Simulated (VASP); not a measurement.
CdO (Monteponite):

```
Cd O
1.0
     0.00000    2.34950    2.34950
     2.34950    0.00000    2.34950
     2.34950    2.34950    0.00000
Cd O
1 1
Direct
  0.00000 0.00000 0.00000
  0.50000 0.50000 0.50000
```

| Property | Result |
| --- | --- |
| Program | VASP 6.6.1 |
| Task | relaxation of cell and atoms |
| Functional | rev-vdW-DF2 |
| Potentials or basis | VASP PAW PBE potentials, release 64 (Cd, O) |
| Cutoff | 600 eV |
| k mesh | 10 × 10 × 10 |
| Occupations | fermi-dirac, width 0.05 eV |
| Spin | no spin polarisation |

At the start: pressure 3.9 GPa; volume 12.97 Å³/atom.

How do energy, volume and symmetry change on relaxing?

Over 3 steps the energy falls by 4.3 meV/atom and the volume is 13.33 Å³/atom (+2.7 %); space group Fm-3m (No. 225, to 0.05 Å).

Step by step:
```
step  energy change (eV)  largest force (eV/Å)  pressure (GPa)  volume (Å³)
   1              0.0000                0.0000            3.93        25.94
   2             -0.0047                0.0000           -2.41        27.15
   3             -0.0085                0.0000            0.00        26.65
```

Final structure:
```
Cd O
1.0
     0.00000    2.37084    2.37084
     2.37084    0.00000    2.37084
     2.37084    2.37084    0.00000
Cd O
1 1
Direct
  0.00000 0.00000 0.00000
  0.50000 0.50000 0.50000
```

Caveat: the PAW data sets were made with another functional, which shifts forces and pressure a little.
